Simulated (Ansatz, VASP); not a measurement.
**One calculation of SnO, two programs**

```
Sn O
1.0
     3.35500    0.00000    0.00000
     0.00000    5.67410    0.00000
     0.00000    0.00000    4.22197
Sn O
2 2
Direct
  0.00000 0.23191 0.51314
  0.50000 0.76809 0.01314
  0.00000 0.89125 0.73686
  0.50000 0.10875 0.23686
```

The cell comes from a database or a generator and needn't be the stable form of this composition.

Alike in both runs: task single point; functional LDA; k mesh 6 × 4 × 6; no spin polarisation.

|  | VASP | Ansatz |
| --- | --- | --- |
| version | VASP 6.6.1 | Ansatz 0.2.0 |
| potentials or method | VASP PAW LDA potentials, release 64 (Sn_d, O), cutoff 520 eV | all-electron (LAPW or listed datasets) |
| occupations | gaussian, width 0.01 eV | fixed |

|  | VASP | Ansatz | Ansatz less VASP |
| --- | --- | --- | --- |
| gap on the k mesh at the Fermi level (eV) | 1.60 | 1.62 | +0.024 |
| pressure (GPa) | -5.2 | -5.4 | -0.25 |
| largest component of the traceless stress (GPa) | 0.93 | 0.95 | +0.023 |
| rms of the force components (eV/Å) | 0.285 | 0.322 | +0.0371 |

Atom by atom the forces differ by 0.039 eV/Å (rms over components). Ansatz ran all-electron here, so the differences hold the error of VASP's frozen core and of both bases.

Caveats: spin-orbit coupling is left out, which moves the levels of the heavy elements. A k mesh can miss the band edges. LDA gaps usually lie below the measured ones, often by a third to a half.
